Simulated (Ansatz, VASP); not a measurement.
## C in two plane-wave programs

Wanted: the spread between two codes on one cell, functional and k mesh. The cell is taken from a series of runs on this material, whose earlier steps may have relaxed, scaled, displaced or heated it; both programs get it as it stands.

Program: Ansatz 0.2.0. Level of theory: plane waves, with VASP 6.6.1 beside it; relaxation of cell and atoms at PBEsol. Results are calculated unless marked as measured.

## 1. Set-up

Symmetry: P6_3/mmc, No. 194, hexagonal system. Conventional cell: a = 2.520 Å, b = 2.520 Å, c = 4.115 Å, α = 90.00°, β = 90.00°, γ = 120.00°. Nearest to C lie 4 C at 1.54 Å.

Coordinates:

```
C
1.0
     2.52000    0.00000    0.00000
    -1.26000    2.18238    0.00000
     0.00000    0.00000    4.11514
C
4
Direct
  0.33333 0.66667 0.56250
  0.33333 0.66667 0.93750
  0.66667 0.33333 0.06250
  0.66667 0.33333 0.43750
```

## 2. VASP: relaxation of cell and atoms, PBEsol, pair 1

The relaxed volume is the usual yardstick between codes: in a stiff, nearly cubic crystal its relative difference is about their pressure difference at one cell divided by the bulk modulus.

Lines of VASP's logs that name or quote its potential files are left out, and so is its time.

INCAR

```
SYSTEM = C
PREC = Accurate
ENCUT = 600
EDIFF = 1E-07
NELM = 120
ISMEAR = -1
SIGMA = 0.02
LREAL = .FALSE.
ALGO = Normal
GGA = PS
NBANDS = 14
LORBIT = 11
LWAVE = .FALSE.
LCHARG = .FALSE.
ISIF = 3
IBRION = 2
NSW = 80
EDIFFG = -0.005
LASPH = .TRUE.
GGA_COMPAT = .FALSE.
NELMIN = 4
EFERMI = MIDGAP
KPAR = 4
```

POSCAR

```
C
1.0
    2.5200000000      0.0000000000      0.0000000000
   -1.2600000000      2.1823840200      0.0000000000
    0.0000000000      0.0000000000      4.1151427700
C
4
Direct
    0.3333333300      0.6666666700      0.5625000000
    0.3333333300      0.6666666700      0.9375000000
    0.6666666700      0.3333333300      0.0625000000
    0.6666666700      0.3333333300      0.4375000000
```

KPOINTS

```
Automatic mesh
0
Gamma
15 15 8
0 0 0
```

Potentials, in the order of the species: C (PBE family, release 64).

Run with:

```bash
> mpirun -np 4 vasp_std
```

Numbers of over 12 decimals in the logs are rounded to 6 here.

Log:

```text
[banner, memory and clock lines left out]
running    4 mpi-ranks, on    1 nodes
 distrk:  each k-point on    1 cores,    4 groups
 distr:  one band on    1 cores,    1 groups

 POSCAR found type information on POSCAR C
 POSCAR found :  1 types and       4 ions
|                                                                             |
|               ----> ADVICE to this user running VASP <----                  |
|                                                                             |
|     You enforced a specific xc type in the INCAR file but a different       |
|     [... a line on the potential file left out ...]
|     I HOPE YOU KNOW WHAT YOU ARE DOING!                                     |
|                                                                             |

 LDA part: xc-table for (Slater+PW92), standard interpolation
 POSCAR, INCAR and KPOINTS ok, starting setup
 FFT: planning ... GRIDC
 FFT: planning ... GRID_SOFT
 FFT: planning ... GRID
 WAVECAR not read
 entering main loop
       N       E                     dE             d eps       ncg     rms          rms(c)
DAV:   1     0.280991041316E+02    0.28099E+02   -0.92875E+03  3780   0.125E+03
DAV:   2    -0.374416451100E+02   -0.65541E+02   -0.60602E+02  5330   0.214E+02
DAV:   3    -0.397209632436E+02   -0.22793E+01   -0.22655E+01  4998   0.351E+01
DAV:   4    -0.397346070372E+02   -0.13644E-01   -0.13641E-01  4442   0.317E+00
DAV:   5    -0.397347472666E+02   -0.14023E-03   -0.14022E-03  4932   0.292E-01    0.788E+00
DAV:   6    -0.387379602344E+02    0.99679E+00   -0.62083E-01  4026   0.549E+00    0.464E+00
DAV:   7    -0.383893501569E+02    0.34861E+00   -0.71525E-01  4404   0.605E+00    0.943E-01
DAV:   8    -0.383898114872E+02   -0.46133E-03   -0.12702E-02  4740   0.857E-01    0.390E-02
DAV:   9    -0.383898543011E+02   -0.42814E-04   -0.74092E-05  4636   0.811E-02    0.253E-02
DAV:  10    -0.383898740934E+02   -0.19792E-04   -0.11757E-05  4656   0.316E-02    0.420E-03
DAV:  11    -0.383898738110E+02    0.28236E-06   -0.81050E-08  3664   0.254E-03    0.731E-04
DAV:  12    -0.383898738526E+02   -0.41570E-07   -0.14156E-08  3006   0.111E-03
   1 F= -.38389874E+02 E0= -.38389874E+02  d E =-.383899E+02
[...]
2 F= -.38379013E+02 E0= -.38379013E+02  d E =0.108604E-01
[...]
3 F= -.38413798E+02 E0= -.38413798E+02  d E =-.239240E-01
[...]
4 F= -.38413790E+02 E0= -.38413790E+02  d E =-.239164E-01
[...]
5 F= -.38413705E+02 E0= -.38413705E+02  d E =0.852812E-04
[...]
6 F= -.38413827E+02 E0= -.38413827E+02  d E =-.364610E-04
[...]
7 F= -.38413830E+02 E0= -.38413830E+02  d E =-.354934E-05
 trial-energy change:   -0.000004  1 .order   -0.000003   -0.000028    0.000021
 step:   0.4383(harm=  0.4383)  dis= 0.00002  next Energy=   -38.413835 (dE=-0.788E-05)
 bond charge predicted
       N       E                     dE             d eps       ncg     rms          rms(c)
DAV:   1    -0.384138372693E+02   -0.70638E-05   -0.16242E-04  4398   0.109E-01    0.877E-03
DAV:   2    -0.384138356518E+02    0.16175E-05   -0.44524E-06  4794   0.178E-02    0.531E-03
DAV:   3    -0.384138347570E+02    0.89484E-06   -0.15236E-06  4518   0.105E-02    0.433E-04
DAV:   4    -0.384138347528E+02    0.41969E-08   -0.11006E-07  2734   0.249E-03
   8 F= -.38413835E+02 E0= -.38413835E+02  d E =-.802732E-05
 curvature:  -0.22 expect dE=-0.227E-07 dE for cont linesearch -0.247E-09
 trial: gam=-0.00174 g(F)=  0.299E-07 g(S)=  0.728E-07 ort = 0.201E-06 (trialstep = 0.707E+00)
 search vector abs. value=  0.102E-06
 reached required accuracy - stopping structural energy minimisation
```

OUTCAR, selected parts (step 2):

```text
ion  position               nearest neighbor table
   1  0.333  0.667  0.562-   4 1.54   4 1.54   2 1.54   4 1.54
   2  0.333  0.667  0.938-   3 1.54   3 1.54   1 1.54   3 1.54
   3  0.667  0.333  0.062-   2 1.54   2 1.54   4 1.54   2 1.54
   4  0.667  0.333  0.438-   1 1.54   1 1.54   3 1.54   1 1.54

  LATTYP: Found a hexagonal cell.
 ALAT       =     2.5200000000
 C/A-ratio  =     1.6329931627

 Subroutine GETGRP returns: Found 24 space group operations
 (whereof 12 operations were pure point group operations)

The static configuration has the point symmetry D_3d.
 The point group associated with its full space group is D_6h.

 Found    135 irreducible k-points:

   k-points           NKPTS =    135   k-points in BZ     NKDIM =    135   number of bands    NBANDS=     14

   dimension x,y,z NGX =    20 NGY =   20 NGZ =   36
   dimension x,y,z NGXF=    40 NGYF=   40 NGZF=   72

   ENCUT  =  600.0 eV  44.10 Ry    6.64 a.u.   5.03  5.03  8.22*2*pi/ulx,y,z

   NELECT =      16.0000    total number of electrons

 k-points in reciprocal lattice and weights: Automatic mesh
   0.00000000  0.00000000  0.00000000       0.001
   0.06666667  0.00000000  0.00000000       0.003
   0.13333333  0.00000000  0.00000000       0.003
   0.20000000  0.00000000  0.00000000       0.003
   0.26666667  0.00000000  0.00000000       0.003
   0.33333333  0.00000000  0.00000000       0.003
   0.40000000  0.00000000  0.00000000       0.003
   0.46666667  0.00000000  0.00000000       0.003
   0.06666667  0.06666667  0.00000000       0.003
[...]
0.33333333  0.26666667  0.50000000       0.007
   0.33333333  0.33333333  0.50000000       0.001

 average (electrostatic) potential at core
       1 -45.3820       2 -45.3820       3 -45.3820       4 -45.3820

 E-fermi :  11.6383

 k-point     1 :       0.0000    0.0000    0.0000
  band No.  band energies     occupation
    ...
      4       6.9936      2.00000
      5       6.9936      2.00000
      6       9.6083      2.00000
      7      10.1154      2.00000
      8      10.1154      2.00000
      9      15.0336      0.00000
     10      15.0336      0.00000
     11      15.4169      0.00000
     12      18.3223      0.00000
     13      19.6413      0.00000
    ...

 k-point     2 :       0.0667    0.0000    0.0000
  band No.  band energies     occupation
    ...
      4       6.4239      2.00000
      5       6.7551      2.00000
      6       9.4410      2.00000
      7       9.6318      2.00000
      8       9.9049      2.00000
      9      15.1079      0.00000
     10      15.3409      0.00000
     11      15.6234      0.00000
     12      18.6731      0.00000
     13      19.7390      0.00000
    ...

 k-point     3 :       0.1333    0.0000    0.0000
  band No.  band energies     occupation
    ...
      4       4.9909      2.00000
      5       6.1649      2.00000
      6       8.4206      2.00000
      7       8.9702      2.00000
      8       9.3738      2.00000
      9      15.1551      0.00000
     10      16.0843      0.00000
     11      16.0970      0.00000
     12      19.5756      0.00000
     13      19.9647      0.00000
    ...

  Total        0.0004034      0.0004034      0.0023896      0.0000000      0.0000000      0.0000000
  in kB        0.0286999      0.0286999      0.1700056      0.0000000      0.0000000      0.0000000
  external PRESSURE =       0.0758018 kB  Pullay stress =       0.0000000 kB

  energy-cutoff  :      600.00
  volume of cell :       22.52
      direct lattice vectors                 reciprocal lattice vectors
     2.499628530  0.000000000 -0.000000000     0.400059444  0.230974427  0.000000000
    -1.249814265  2.164741810 -0.000000000    -0.000000000  0.461948855 -0.000000000
    -0.000000000 -0.000000000  4.161889243     0.000000000  0.000000000  0.240275495

 POSITION                                       TOTAL-FORCE (eV/Angst)
 -----------------------------------------------------------------------------------
     -0.00000      1.44316      2.34234        -0.000000      0.000000      0.000393
     -0.00000      1.44316      3.90049        -0.000000      0.000000     -0.000393
      1.24981      0.72158      0.26140         0.000000     -0.000000      0.000393
      1.24981      0.72158      1.81955         0.000000     -0.000000     -0.000393
 -----------------------------------------------------------------------------------
    total drift:                               -0.000004      0.000002     -0.000001

  FREE ENERGIE OF THE ION-ELECTRON SYSTEM (eV)
  ---------------------------------------------------
  free  energy   TOTEN  =       -38.4138347528 eV

  energy  without entropy=      -38.4138347528  energy(sigma->0) =      -38.41383475

 reached required accuracy - stopping structural energy minimisation

 total charge
# of ion       s       p       d       tot
------------------------------------------
    1        0.825   1.750   0.000   2.575
    2        0.825   1.750   0.000   2.575
    3        0.825   1.750   0.000   2.575
    4        0.825   1.750   0.000   2.575
--------------------------------------------------
tot          3.299   6.999   0.000  10.298

[... 3 further parts left out ...]
```

## 3. Ansatz: relaxation of cell and atoms, PBEsol, pair 1

Ansatz runs on its PAW soft_1 files.

The same cell, functional, mesh and smearing now go to Ansatz.

input.yaml

```yaml
crystal:
  lattice:
    - [2.52, 0.0, 0.0]
    - [-1.26, 2.18238402, 0.0]
    - [0.0, 0.0, 4.11514277]
  atoms:
    - { symbol: C, position: [0.33333333, 0.66666667, 0.5625] }
    - { symbol: C, position: [0.33333333, 0.66666667, 0.9375] }
    - { symbol: C, position: [0.66666667, 0.33333333, 0.0625] }
    - { symbol: C, position: [0.66666667, 0.33333333, 0.4375] }
kpoints:
  mp_grid: { grid: [15, 15, 8] }
scf:
  occupations: { method: fermi_dirac, width: 0.02 }
hamiltonian:
  xc: pbesol
  pseudopotentials: { kind: paw, azcp: { folder: soft_1 }, xc_functional: pbe }
basis:
  ecutwfc: 600
output:
  forces: true
  stress: true
  write_density: true
  write_potential: true
  elf: true
  volumetric_format: npy
relax:
  f_tol: 0.005
  max_steps: 70
  cell: { stress_tol: 0.02, p_target: 0 }
```

Run with:

```bash
> ansatz run input.yaml --threads 4 --pin off --max-ram 10240MiB --backend cpu --events-out ev --progress --plain --runs-dir out
```

Log:

```text
Engine: ansatz 0.2.0, aarch64-unknown-linux-gnu
Pseudopotentials: kind: paw
Pseudopotential: C, paw, valence charge 4, recommended cutoff 420 eV (normal), soft_1/C.paw.azcp
Functional definition: PBEsol
  exchange = pbesol_x
  correlation = pbesol_c
Crystal: 4 atoms, lattice volume = 22.632 Å³
Basis set: ecut = 600 eV, 713 PW (Γ), exchange–correlation on 48×48×72 points (8 copies of the dense FFT grid, shifted against one another)
Bands: 12, of which v1, the nominal top of the filled ones, is band 8 counted from 1 (7 counted from 0)
Symmetry: 24 space group operations
Space group: P63/mmc (ITA 194), of the structure as read, at distance tolerance 2.8e-5 Å
k-points: 135 of 1800
Non-local potential: C, projectors of the file, l = 0: 2, l = 1: 2, l = 2: 1
PAW form: soft (Blöchl's): semilocal exchange-correlation on the pseudo side does not see the compensation charge
PAW frozen core: C, regenerated for the run's functional, and the local potential with it (the file was generated under x = pbe(κ = 0.804, μ = 0.219515), c = pbe(β = 0.066725))
PAW one-centre angular grid: C, 110 points (default); XC on 64 Gauss nodes
Initial density: superposition of atomic densities (chi_scale 0.1, normalization cell)
Initial wavefunctions: pseudopotential atomic-orbital guess
Functional: x = pbesol(κ = 0.804, μ = 0.123457), c = pbesol(β = 0.046)
SCF iter   1: F=—  HF=-987.711972 eV  |F-HF|=—  |Δ(HF+E_count)|=         —  Δρ=1.36e-1  dr2=2.96e0  ethr=3.10e-3  ⟨swp⟩=5.4  Hψ=8776  notcnv=0
preconditioner: auto → none  [insulator: Δε(μ)=4.307 eV  Ē_g=17.090 eV  σ=0.020 eV  W_gap=1.00  n_scr=2 (ndim 8)  ℏωp=31.2 eV  f_vac=0.000  D(μ)=0.00/eV (n_scr^D=0)  ε∞_Penn≈4.3]
SCF iter   2: F=—  HF=-986.681037 eV  |F-HF|=—  |Δ(HF+E_count)|=    1.03e0  Δρ=5.35e-2  dr2=3.96e-1  ethr=3.10e-3  ⟨swp⟩=2.1  Hψ=4236  notcnv=0
SCF iter   3: F=—  HF=-986.563553 eV  |F-HF|=—  |Δ(HF+E_count)|=   1.17e-1  Δρ=5.47e-3  dr2=2.11e-3  ethr=2.48e-3  ⟨swp⟩=2.8  Hψ=3180  notcnv=0
SCF iter   4: F=—  HF=-986.564040 eV  |F-HF|=—  |Δ(HF+E_count)|=   4.87e-4  Δρ=2.06e-4  dr2=3.55e-6  ethr=1.32e-5  ⟨swp⟩=2.4  Hψ=2692  notcnv=0
SCF iter   5: F=—  HF=-986.564041 eV  |F-HF|=—  |Δ(HF+E_count)|=   8.59e-7  Δρ=3.77e-5  dr2=7.23e-8  ethr=6.25e-10  ⟨swp⟩=8.8  Hψ=9883  notcnv=0
SCF iter   6: F=-986.564041 eV  HF=-986.564041 eV  |F-HF|=6.89e-10  |Δ(HF+E_count)|=   3.66e-8  Δρ=5.56e-6  dr2=2.18e-9  ethr=4.52e-10  ⟨swp⟩=5.6  Hψ=8689  notcnv=0
SCF 1 converged in 6 iterations: F = -986.564041 eV  dr2 = 2.18e-9
  greatest PAW one-centre occupation: 0.646 electrons in one spin orbital (limit 2), on the C atom at site 3 (counted from 0), in its partial waves of l = 0
relax step   1: F+E_penalty+E_count = -986.56404128 eV  Δ(F+E_penalty+E_count) = +0.000e0 eV  max|allowed force component| = 3.822e-2 eV/Å  Δτ_max = 0.0000 Å  P = -2.314 GPa  Ω = 22.632 Å³  (6 SCF iters, dr2 threshold 1.00e-7 eV, accepted)
[...]
relax step   2: F+E_penalty+E_count = -986.58019801 eV  Δ(F+E_penalty+E_count) = -1.616e-2 eV  max|allowed force component| = 4.704e-1 eV/Å  Δτ_max = 0.0077 Å  P = -1.217 GPa  Ω = 22.546 Å³  energy of the carried Pulay correction = +2.578e-5 eV  (4 SCF iters, dr2 threshold 4.00e-7 eV, accepted)
[...]
relax step   3: F+E_penalty+E_count = -986.58661013 eV  Δ(F+E_penalty+E_count) = -6.412e-3 eV  max|allowed force component| = 2.208e-1 eV/Å  Δτ_max = 0.0035 Å  P = -1.024 GPa  Ω = 22.545 Å³  energy of the carried Pulay correction = +2.613e-5 eV  (3 SCF iters, dr2 threshold 4.00e-7 eV, accepted)
[...]
relax step   4: F+E_penalty+E_count = -986.58829592 eV  Δ(F+E_penalty+E_count) = -1.686e-3 eV  max|allowed force component| = 9.208e-3 eV/Å  Δτ_max = 0.0030 Å  P = +0.388 GPa  Ω = 22.478 Å³  energy of the carried Pulay correction = +4.652e-5 eV  (3 SCF iters, dr2 threshold 4.00e-7 eV, accepted)
[...]
relax step   5: F+E_penalty+E_count = -986.58831568 eV  Δ(F+E_penalty+E_count) = -1.976e-5 eV  max|allowed force component| = 1.892e-3 eV/Å  Δτ_max = 0.0001 Å  P = +0.058 GPa  Ω = 22.494 Å³  energy of the carried Pulay correction = +4.163e-5 eV  (3 SCF iters, dr2 threshold 4.00e-7 eV, accepted)
[...]
relax step   6: F+E_penalty+E_count = -986.58831545 eV  Δ(F+E_penalty+E_count) = +2.292e-7 eV  max|allowed force component| = 1.506e-5 eV/Å  Δτ_max = 0.0000 Å  P = +0.001 GPa  Ω = 22.497 Å³  energy of the carried Pulay correction = +4.074e-5 eV  (3 SCF iters, dr2 threshold 1.29e-8 eV, accepted)
[...]
relax step   7: F+E_penalty+E_count = -986.58826839 eV  Δ(F+E_penalty+E_count) = +4.706e-5 eV  max|allowed force component| = 9.823e-5 eV/Å  Δτ_max = 0.0000 Å  P = +0.001 GPa  Ω = 22.497 Å³  stress off target by 1.42e-3 GPa  SCF on the basis re-selected at this cell (its energy is not comparable with the rows above)  (3 SCF iters)
basis re-selected at this cell: Δ(F+E_penalty+E_count) = +4.706e-5 eV, ΔP = +0.000 GPa vs the last step (what re-selecting the basis moved, of the pressure what is left beyond the Pulay correction that the steps carried, after the strain that the cell walked since its last selection, with what the two solves' SCF thresholds leave and, on support functions, any second-order correction that the steps lacked; it is no measure of the basis error at this ecutwfc). The dense FFT grid was sized anew with the basis: this SCF ran on 20×20×36 points, the steps before it on 24×24×36, so part of this shift can come from that change (see relax.cell in the input reference). [rest of the remark cut]
SCF converged after 3 iterations
Free energy (F): -986.588268 eV
Harris-Foulkes:  -986.588268 eV  (|F-HF|=2.16e-12)
Internal energy: -986.588268 eV  (E = F + TS)
E sigma→0 (E₀):  -986.588268 eV
Fermi energy:    15.300295 eV
--- Per-component energies (eV) ---
  E_band       = 70.642717
  E_kinetic    = 359.533680
  E_local      = -219.907755  (includes V_loc(G=0)·N_el)
  E_nonlocal   = 92.145899
  E_hartree    = 52.641727
  E_xc         = -189.837699
  E_vxc        = -235.190708  (∫ρ·V_xc dr)
  E_paw        = -384.299276  (= ΣΔE_a)
  E_vpaw       = -31.221880  (= ΣTr[D̂ρ^β])
  E_aug_tail   = 0.000017  (compensation charges beyond the density's cutoff)
  E_ewald      = -696.949264
  E_core_change = 0.084402  (= ΣΔE_core)
  E_smearing   = -0.000000  (= −TS)
  E_closure    = -0.000000  (closes the sum)
  Σ components = -986.588268   (vs F -986.588268, Δ=0.00e0)
--- Forces (eV/Å), atoms counted from 1 ---
  atom   1  C      0.00000000    -0.00000000     0.00009823
  atom   2  C      0.00000000    -0.00000000    -0.00009823
  atom   3  C      0.00000000     0.00000000     0.00009823
  atom   4  C      0.00000000     0.00000000    -0.00009823
  max |Σ_I F_I| component: 1.02e-16 eV/Å
--- Stress (GPa, compression-positive) ---
        0.001416       0.000000       0.000000
        0.000000       0.001416       0.000000
        0.000000       0.000000      -0.000386
  P = ⅓ Tr σ = 0.0008 GPa (0.008 kbar)
--- Band table (eV; the first three rows and the last of 135) ---
  k-point 0: bands = [... 4 lower, 10.6441, 13.2645, 13.7689, 13.7689, 18.6981, 18.6981, 19.0743, 21.9652]
  k-point 1: bands = [... 4 lower, 10.7281, 12.5368, 13.5771, 13.5771, 18.9062, 18.9062, 19.4912, 21.9437]
  k-point 2: bands = [... 4 lower, 10.9757, 10.9757, 13.0960, 13.0960, 19.4473, 19.4473, 20.2837, 21.8704]
  k-point 134: bands = [... 4 lower, 4.0519, 4.0519, 9.4037, 9.4037, 21.1797, 21.1797, 22.6663, 22.6663]
--- Relaxed structure (6 steps of the walk, 6 accepted, 1 SCFs on fresh bases) ---
  F+E_penalty+E_count = -986.58826839 eV   max|allowed force component| = 9.823e-5 eV/Å   (the final SCF, on the basis selected at the relaxed cell)
  cell:  # Å, volume = 22.4971 Å³
    - [2.498743, 0, 0.0]
    - [-1.249372, 2.163975, 0.0]
    - [0.0, 0.0, 4.160567]
  atoms:
    - { symbol: C, position: [0.333333, 0.666667, 0.562798] }
    - { symbol: C, position: [0.333333, 0.666667, 0.937202] }
    - { symbol: C, position: [0.666667, 0.333333, 0.062798] }
    - { symbol: C, position: [0.666667, 0.333333, 0.437202] }
```

In the SCF lines HF is the Harris–Foulkes energy and dr2 the Hartree energy of the density residual, in eV; the loop may stop once dr2 is under the threshold and the program's other checks hold. Hψ counts applications of the Hamiltonian.

## 4. Comparison

Known differences besides the potentials themselves: Ansatz makes its cores anew for this functional, VASP keeps those of its PBE data sets; Ansatz adds a Pulay correction to the stress that steers its cell, VASP none. Total energies have different zeros and are not compared.

Compared:

```tsv
quantity	Ansatz	VASP	difference
volume (Å³)	22.50	22.52	-0.10 %
edge a after relaxation, in the typed setting (Å)	2.499	2.500	-0.04 %
edge c after relaxation, in the typed setting (Å)	4.161	4.162	-0.03 %
```

(Part 1 of 2 ends here.)

[Lines on the potential files, build, host, timing and source positions are cut from VASP's logs without a mark.]

[Logs are printed without paths, hosts, clocks, repeated set-up lines and the standing remarks that a program may print on its own settings, such as how far it seeks lower states.]

[Hosts, paths, dates, database ids (printed as entryN), source tags and the programs' standing remarks are cut or masked in the printed files.]
